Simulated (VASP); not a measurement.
# Pt in VASP: further runs

Runs on Pt. Level: PBE. Tasks: band structure, work function.

Program: VASP 6.6.1. These are calculated values, not measurements. Logs are shortened: lines on timing, memory, paths and dates and some standing lists are left out, and cuts for length are marked.

**1. The structure**

The cell holds a sheet with vacuum, 1 atom: a = 2.523 Å, b = 2.523 Å, c = 23.800 Å, α = 90.00°, β = 90.00°, γ = 90.00°.

The cell was built by a generator and needn't be a form met in nature.

**2. Band structure, PBE**

Contents of POSCAR:

```
Pt
1.0
    2.5230800000      0.0000000000      0.0000000000
    0.0000000000      2.5230800000      0.0000000000
    0.0000000000      0.0000000000     23.8000000000
Pt
1
Direct
    0.0000000000      0.0000000000      0.2941200000
```

Contents of INCAR.step1:

```
ALGO = Normal
DIPOL = 0.5 0.5 0.294
EDIFF = 1E-6
ENCUT = 520
GGA = PE
IDIPOL = 3
ISIF = 2
ISMEAR = -1
LASPH = T
LCHARG = T
LDIPOL = T
LMAXMIX = 4
LREAL = F
LWAVE = F
NBANDS = 11
NELM = 60
PREC = Accurate
SIGMA = 0.05
```

Contents of KPOINTS.step1:

```
k-points
0
Gamma
  7 7 1
```

Contents of INCAR.step2:

```
ALGO = Normal
DIPOL = 0.5 0.5 0.294
EDIFF = 1E-6
ENCUT = 520
GGA = PE
ICHARG = 11
IDIPOL = 3
ISIF = 2
ISMEAR = 0
LASPH = T
LCHARG = F
LDIPOL = T
LMAXMIX = 4
LREAL = F
LWAVE = F
NBANDS = 11
NELM = 60
PREC = Accurate
SIGMA = 0.05
```

Contents of KPOINTS.step2:

```
path GXMGZRAZ,XR,MA
10
line-mode
reciprocal
 0.0000000000  0.0000000000  0.0000000000  G
 0.0000000000  0.5000000000  0.0000000000  X

 0.0000000000  0.5000000000  0.0000000000  X
 0.5000000000  0.5000000000  0.0000000000  M

 0.5000000000  0.5000000000  0.0000000000  M
 0.0000000000  0.0000000000  0.0000000000  G

 0.0000000000  0.0000000000  0.0000000000  G
 0.0000000000  0.0000000000  0.5000000000  Z

 0.0000000000  0.0000000000  0.5000000000  Z
 0.0000000000  0.5000000000  0.5000000000  R

 0.0000000000  0.5000000000  0.5000000000  R
 0.5000000000  0.5000000000  0.5000000000  A

 0.5000000000  0.5000000000  0.5000000000  A
 0.0000000000  0.0000000000  0.5000000000  Z

 0.0000000000  0.5000000000  0.0000000000  X
 0.0000000000  0.5000000000  0.5000000000  R

 0.5000000000  0.5000000000  0.0000000000  M
 0.5000000000  0.5000000000  0.5000000000  A
```

Potentials or basis: VASP PAW PBE potentials, release 64 (Pt).

On the command line:

```sh
> cat potpaw_PBE.64/Pt/POTCAR > POTCAR
> cp INCAR.step1 INCAR
> cp KPOINTS.step1 KPOINTS
> mpirun -np 1 vasp_std > vasp.out
> cp INCAR.step2 INCAR
> cp KPOINTS.step2 KPOINTS
> mpirun -np 1 vasp_std > vasp.out
```

OUTCAR:

```text
EDIFF = 1E-6
   ENCUT = 520
   GGA = PE
   ICHARG = 11
   ISIF = 2
   ISMEAR = 0
   LASPH = T
   LREAL = F
   NELM = 60
   PREC = Accurate

 ion  position               nearest neighbor table
   1  0.000  0.000  0.294-

  LATTYP: Found a simple tetragonal cell.
 ALAT       =     2.5230800000
 C/A-ratio  =     9.4329153257

  Lattice vectors:

 A1 = (   2.5230800000,   0.0000000000,   0.0000000000)
 A2 = (   0.0000000000,   2.5230800000,   0.0000000000)
 A3 = (   0.0000000000,   0.0000000000,  23.8000000000)

Analysis of symmetry for initial positions (statically):
=====================================================================
 Subroutine PRICEL returns:
 Original cell was already a primitive cell.

 Routine SETGRP: Setting up the symmetry group for a
 simple tetragonal supercell.

 Subroutine GETGRP returns: Found 16 space group operations
 (whereof  8 operations were pure point group operations)
 out of a pool of 16 trial point group operations.

The static configuration has the point symmetry C_4v.
 The point group associated with its full space group is D_4h.

Analysis of symmetry for dynamics (positions and initial velocities):
=====================================================================
 Subroutine PRICEL returns:
 Original cell was already a primitive cell.

 Routine SETGRP: Setting up the symmetry group for a
 simple tetragonal supercell.

 Subroutine GETGRP returns: Found 16 space group operations
 (whereof  8 operations were pure point group operations)
 out of a pool of 16 trial point group operations.

The dynamic configuration has the point symmetry C_4v.
 The point group associated with its full space group is D_4h.

 Subroutine INISYM returns: Found 16 space group operations
 (whereof  8 operations are pure point group operations),
 and found     1 'primitive' translations

----------------------------------------------------------------------------------------

                                     Primitive cell

  volume of cell :     151.5092

  direct lattice vectors                    reciprocal lattice vectors
     2.523080000  0.000000000  0.000000000     0.396340980  0.000000000  0.000000000
     0.000000000  2.523080000  0.000000000     0.000000000  0.396340980  0.000000000
     0.000000000  0.000000000 23.800000000     0.000000000  0.000000000  0.042016807

  length of vectors
     2.523080000  2.523080000 23.800000000     0.396340980  0.396340980  0.042016807

  position of ions in fractional coordinates (direct lattice)
     0.000000000  0.000000000  0.294120000

  ion indices of the primitive-cell ions
   primitive index   ion index
                 1           1

----------------------------------------------------------------------------------------

 KPOINTS: path GXMGZRAZ,XR,MA

Interpolating k-points between supplied coordinates.

 Line segments in fractional coordinates (reciprocal lattice):
    0.000000  0.000000  0.000000  ...  0.000000  0.500000  0.000000
    0.000000  0.500000  0.000000  ...  0.500000  0.500000  0.000000
    0.500000  0.500000  0.000000  ...  0.000000  0.000000  0.000000
    0.000000  0.000000  0.000000  ...  0.000000  0.000000  0.500000
    0.000000  0.000000  0.500000  ...  0.000000  0.500000  0.500000
    0.000000  0.500000  0.500000  ...  0.500000  0.500000  0.500000
    0.500000  0.500000  0.500000  ...  0.000000  0.000000  0.500000
    0.000000  0.500000  0.000000  ...  0.000000  0.500000  0.500000
    0.500000  0.500000  0.000000  ...  0.500000  0.500000  0.500000

 Generated    10 points on each line segment, for a total of     90 k-points:

 Following reciprocal coordinates:
            Coordinates               Weight
  0.000000  0.000000  0.000000      0.011111
  0.000000  0.055556  0.000000      0.011111
  0.000000  0.111111  0.000000      0.011111
  0.000000  0.166667  0.000000      0.011111
  0.000000  0.222222  0.000000      0.011111
  0.000000  0.277778  0.000000      0.011111
[... 16 lines left out ...]
  0.388889  0.388889  0.000000      0.011111
  0.333333  0.333333  0.000000      0.011111
 [... further k-points ...]
   k-points           NKPTS =     90   k-points in BZ     NKDIM =     90   number of bands    NBANDS=     11
   number of dos      NEDOS =    301   number of ions     NIONS =      1
   total plane-waves  NPLWV =  72000
   dimension x,y,z NGX =    20 NGY =   20 NGZ =  180
   dimension x,y,z NGXF=    40 NGYF=   40 NGZF=  360
   ions per type =               1
   NGX,Y,Z   is equivalent  to a cutoff of  13.18, 13.18, 12.57 a.u.
   NGXF,Y,Z  is equivalent  to a cutoff of  26.36, 26.36, 25.15 a.u.
 SYSTEM =  unknown system
   PREC   = accura    normal or accurate (medium, high low for compatibility)
   ISTART =      0    job   : 0-new  1-cont  2-samecut
   ICHARG =     11    charge: 1-file 2-atom 10-const
   ISPIN  =      1    spin polarized calculation?
   LNONCOLLINEAR =      F non collinear calculations
   LSORBIT =      F    spin-orbit coupling
   LASPH  =      T    aspherical Exc in radial PAW
   ENCUT  =  520.0 eV  38.22 Ry    6.18 a.u.   4.69  4.69 44.25*2*pi/ulx,y,z
   NELM   =     60;   NELMIN=  2; NELMDL=  0     # of ELM steps
   EDIFF  = 0.1E-05   stopping-criterion for ELM
   LREAL  =      F    real-space projection
   EDIFFG = 0.1E-04   stopping-criterion for IOM
   NSW    =      0    number of steps for IOM
   IBRION =     -1    ionic relax: 0-MD 1-quasi-New 2-CG
   NFREE  =      0    steps in history (QN), initial steepest desc. (CG)
   ISIF   =      2    stress and relaxation
   ISYM   =      2    0-nonsym 1-usesym 2-fastsym
   POTIM  = 0.5000    time-step for ionic-motion
   TEBEG  =    0.0;   TEEND  =   0.0 temperature during run
   PSTRESS=    0.0 pullay stress
   NELECT =      10.0000    total number of electrons
   NUPDOWN=      -1.0000    fix difference up-down
   EMIN   =  10.00;   EMAX   =-10.00  energy-range for DOS
   EFERMI =   0.00;   METHOD = LEGACY
   ISMEAR =     0;   SIGMA  =   0.05  broadening in eV -4-tet -1-fermi 0-gaus
   EFERMI_NEDOS =   21; number of points for ismear=-14 and -15
   IALGO  =     38    algorithm
   IMIX   =      4    mixing-type and parameters
     AMIX     =   0.40;   BMIX     =  1.00
     AMIX_MAG =   1.60;   BMIX_MAG =  1.00
  volume/ion in A,a.u.               =     151.51      1022.43
  Fermi-wavevector in a.u.,A,eV,Ry     =   0.661599  1.250242  5.955459  0.437714
  Thomas-Fermi vector in A             =   1.734409
   LORBIT       =      0    0 simple, 1 ext, 2 COOP (PROOUT), +10 PAW based schemes
   GGA     = PE    functional components
   LHFCALC =     F    Hartree Fock is set to
   AEXX    =    0.0000 exact exchange contribution
   IVDW    =     0    specifies the selected vdW correction
   LEPSILON=     F    determine dielectric tensor
   LRPA    =     F    only Hartree local field effects (RPA)
 non-spin polarized calculation
 Gauss-broadening in eV      SIGMA  =   0.05
  energy-cutoff  :      520.00
  volume of cell :      151.51
 maximum number of plane-waves:      4149
 NGX is ok and might be reduce to    20

 number of electron      10.0000003 magnetization

 dipolmoment           0.000000      0.000000     -0.000002 electrons x Angstroem

 Free energy of the ion-electron system (eV)
  ---------------------------------------------------
  ext. energy  EPLUGINS =         0.00000000
  ---------------------------------------------------
  free energy    TOTEN  =        -4.89123968 eV

  energy without entropy =       -4.89009778  energy(sigma->0) =       -4.89066873

 E-fermi :  -3.6703     XC(G=0):  -2.0626

 val. band max:       -3.6858959908   @ k =   0.3889   0.3889   0.5000
 cond. band min:      -3.6545898848   @ k =   0.0556   0.0556   0.0000
 fundamental gap:      0.0313061060
 Fermi energy:        -3.6702892607

 k-point     1 :       0.0000    0.0000    0.0000
  band No.  band energies     occupation
      1     -11.5389      2.00000
      2     -10.2681      2.00000
      3      -6.7176      2.00000
      4      -4.4332      2.00000
      5      -4.4332      2.00000
      6      -3.4680      0.00000
      7      -2.7134      0.00000
      8       1.3987      0.00000
      9       1.7904      0.00000
     10       1.8730      0.00000
     11       2.7285      0.00000

 k-point     2 :       0.0000    0.0556    0.0000
  band No.  band energies     occupation
      1     -11.4280      2.00000
      2     -10.1892      2.00000
      3      -6.6839      2.00000
      4      -4.7179      2.00000
      5      -4.4222      2.00000
      6      -3.5606      0.00192
      7      -2.4459      0.00000
      8       1.4687      0.00000
      9       1.8690      0.00000
     10       1.9448      0.00000
     11       2.8083      0.00000

 k-point     3 :       0.0000    0.1111    0.0000
  band No.  band energies     occupation
      1     -11.1407      2.00000
      2      -9.9157      2.00000
      3      -6.5848      2.00000
      4      -5.3097      2.00000
      5      -4.3904      2.00000
      6      -3.8189      1.99997
      7      -1.8896      0.00000
      8       1.6785      0.00000
      9       2.1025      0.00000
     10       2.1603      0.00000
     11       3.0453      0.00000
[... 267 lines left out ...]
 k-point    23 :       0.3889    0.3889    0.0000
  band No.  band energies     occupation
      1      -9.6960      2.00000
      2      -7.3015      2.00000
      3      -7.0646      2.00000
      4      -4.9023      2.00000
      5      -3.6859      1.34112
      6      -0.3629      0.00000
      7       5.7433      0.00000
      8       6.0479      0.00000
      9       8.2197      0.00000
     10       8.9403      0.00000
     11       9.0529      0.00000

 k-point    24 :       0.3333    0.3333    0.0000
  band No.  band energies     occupation
      1      -9.0083      2.00000
      2      -7.1932      2.00000
      3      -6.7226      2.00000
      4      -5.2453      2.00000
      5      -5.2338      2.00000
      6      -2.6983      0.00000
      7       4.2880      0.00000
      8       6.4296      0.00000
      9       7.0673      0.00000
     10       7.1734      0.00000
     11       7.4817      0.00000

 [... further k-points ...]

------------------------ aborting loop because EDIFF is reached ----------------------------------------

 vacuum level on the upper side and lower side of the slab       (xc-potential included)        -0.128        -0.130

  FORCE on cell =-STRESS in cart. coord.  units (eV):
  Direction    XX          YY          ZZ          XY          YZ          ZX
  --------------------------------------------------------------------------------------
  -------------------------------------------------------------------------------------
  Total        7.0874216      7.0874216     -0.2969949      0.0000000     -0.0000000      0.0000000
  in kB       74.9479657     74.9479657     -3.1406572      0.0000000     -0.0000000      0.0000000
  external PRESSURE =      48.9184247 kB  Pullay stress =       0.0000000 kB

 VOLUME and BASIS-vectors are now :
 -----------------------------------------------------------------------------
  energy-cutoff  :      520.00
  volume of cell :      151.51
      direct lattice vectors                 reciprocal lattice vectors
     2.523080000  0.000000000  0.000000000     0.396340980  0.000000000  0.000000000
     0.000000000  2.523080000  0.000000000     0.000000000  0.396340980  0.000000000
     0.000000000  0.000000000 23.800000000     0.000000000  0.000000000  0.042016807

 POSITION                                       TOTAL-FORCE (eV/Angst)
 -----------------------------------------------------------------------------------
      0.00000      0.00000      7.00006         0.000000     -0.000000      0.000000
 -----------------------------------------------------------------------------------
    total drift:                               -0.000000     -0.000000     -0.000013

  FREE ENERGIE OF THE ION-ELECTRON SYSTEM (eV)
  ---------------------------------------------------
  free  energy   TOTEN  =        -4.8912396795 eV

  energy  without entropy=       -4.8900977825  energy(sigma->0) =       -4.89066873

 vacuum level on the upper side and lower side of the slab         1.563         1.562
```

Wall time 67 s (1 thread of AMD EPYC 7R13 (Zen 3), shared host); peak memory 0.3 GiB.

What came out:

```
Band gap along the path : none (metal or under the smearing width)
```

Levels at the corners of the path, in eV from the Fermi level:
| point | band 1 | band 2 | band 3 | band 4 | band 5 | band 6 | band 7 | band 8 | band 9 |
| --- | --- | --- | --- | --- | --- | --- | --- | --- | --- |
| Γ | -7.11 | -5.84 | -2.29 | 0.00 | 0.00 | 0.96 | 1.72 | 5.83 | 6.22 |
| X | -5.28 | -3.86 | -1.53 | -0.92 | 0.38 | 1.91 | 6.35 | 7.40 | 10.71 |
| X | -5.28 | -3.86 | -1.53 | -0.92 | 0.38 | 1.91 | 6.35 | 7.40 | 10.71 |
| M | -5.89 | -2.92 | -2.92 | -0.20 | 2.91 | 7.84 | 7.84 | 12.57 | 12.87 |
| M | -5.89 | -2.92 | -2.92 | -0.20 | 2.91 | 7.84 | 7.84 | 12.57 | 12.87 |
| Γ | -7.11 | -5.84 | -2.29 | 0.00 | 0.00 | 0.96 | 1.72 | 5.83 | 6.22 |
| Γ | -7.11 | -5.84 | -2.29 | 0.00 | 0.00 | 0.96 | 1.72 | 5.83 | 6.22 |
| Z | -7.11 | -5.84 | -2.29 | 0.00 | 0.00 | 0.96 | 1.72 | 5.85 | 6.08 |
| Z | -7.11 | -5.84 | -2.29 | 0.00 | 0.00 | 0.96 | 1.72 | 5.85 | 6.08 |
| R | -5.28 | -3.86 | -1.53 | -0.92 | 0.38 | 1.91 | 6.35 | 7.40 | 10.71 |
| R | -5.28 | -3.86 | -1.53 | -0.92 | 0.38 | 1.91 | 6.35 | 7.40 | 10.71 |
| A | -5.89 | -2.92 | -2.92 | -0.20 | 2.91 | 7.84 | 7.84 | 12.57 | 12.87 |
| A | -5.89 | -2.92 | -2.92 | -0.20 | 2.91 | 7.84 | 7.84 | 12.57 | 12.87 |
| Z | -7.11 | -5.84 | -2.29 | 0.00 | 0.00 | 0.96 | 1.72 | 5.85 | 6.08 |
| X | -5.28 | -3.86 | -1.53 | -0.92 | 0.38 | 1.91 | 6.35 | 7.40 | 10.71 |
| R | -5.28 | -3.86 | -1.53 | -0.92 | 0.38 | 1.91 | 6.35 | 7.40 | 10.71 |
| M | -5.89 | -2.92 | -2.92 | -0.20 | 2.91 | 7.84 | 7.84 | 12.57 | 12.87 |
| A | -5.89 | -2.92 | -2.92 | -0.20 | 2.91 | 7.84 | 7.84 | 12.57 | 12.87 |

Caveat: the log is that of the step along the path at fixed density, whose energy, stress, charges and moments have no meaning; spin-orbit coupling is left out, which moves the levels of the heavy elements.

(Continued in part 2 of 2.)
